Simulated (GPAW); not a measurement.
## ZnO (zincite): band structure with BLYP

**Measured values to compare with.**

“Electronic structure of alkaline earth and post-transition metal oxides”, 2009, arxiv:0908.1581 quotes, for a bulk crystal of ZnO: band gap 3.37 eV.

ZnO (zincite):

```xyz
4
Lattice="3.2493 0.0000 0.0000 -1.6247 2.8140 0.0000 0.0000 0.0000 5.2057" Properties=species:S:1:pos:R:3 pbc="T T T"
Zn    1.6247    0.9380    0.0000
Zn    0.0000    1.8760    2.6029
O     0.0000    1.8760    4.5759
O     1.6247    0.9380    1.9730
```

```json
{
 "Program": "GPAW 26.7.0",
 "Task": "band structure",
 "Functional": "BLYP",
 "Potentials or basis": "PAW data sets generated in the run's folder for this functional",
 "Cutoff": "800 eV",
 "Basis": "pw",
 "k mesh": "6 × 6 × 3",
 "Occupations": "fermi-dirac, width 0.05 eV",
 "Spin": "no spin polarisation",
 "Eigensolver": "davidson",
 "Maxiter": "150",
 "Band path": "GMKGALHA,LM,KH",
 "Band points": "80"
}
```

```
Pressure                : 7.3 GPa
Largest force           : 0.064 eV/Å
Band gap on the k mesh  : 0.94 eV, direct
Band gap along the path : 0.94 eV, direct
```

Forces on the atoms (eV/Å):
```
Zn   0.000  0.000 -0.064
Zn   0.000  0.000 -0.063
O    0.000  0.000  0.064
O    0.000  0.000  0.063
```

Stress tensor (GPa, compression positive):
```
6.67 0.00 0.00
0.00 6.67 0.00
0.00 0.00 8.69
```

Levels at the corners of the path, in eV from the valence-band top:
```
point  band 15  band 16  band 17  band 18  band 19  band 20
    Γ    -0.81    -0.07     0.00     0.00     0.94     5.27
    M    -2.81    -2.27    -1.26    -0.83     5.83     7.07
    K    -3.52    -1.89    -1.89    -1.69     7.69     7.69
    Γ    -0.81    -0.07     0.00     0.00     0.94     5.27
    A    -0.40    -0.40    -0.40    -0.40     3.56     3.56
    L    -1.50    -1.50    -1.35    -1.35     5.88     5.88
    H    -2.65    -2.65    -1.23    -1.23     8.06     8.06
    A    -0.40    -0.40    -0.40    -0.40     3.56     3.56
    L    -1.50    -1.50    -1.35    -1.35     5.88     5.88
    M    -2.81    -2.27    -1.26    -0.83     5.83     7.07
    K    -3.52    -1.89    -1.89    -1.69     7.69     7.69
    H    -2.65    -2.65    -1.23    -1.23     8.06     8.06
```

Wall time 110 s on 1 thread of Intel(R) Xeon(R) Platinum 8488C (Sapphire Rapids), on a shared host, peak memory 0.4 GiB.

Against the measured gap of ZnO, 3.37 eV (quoted in “Electronic structure of alkaline earth and post-transition metal oxides”, 2009, arxiv:0908.1581), the calculated 0.94 eV is off by -2.43 eV. So large a miss can be the level of theory's own, or it may mean another phase, state or a wrong row. The value is that of BLYP, without temperature or zero-point motion. Semilocal functionals fall short of measured gaps as a rule.

Caveat: the k mesh is coarse.
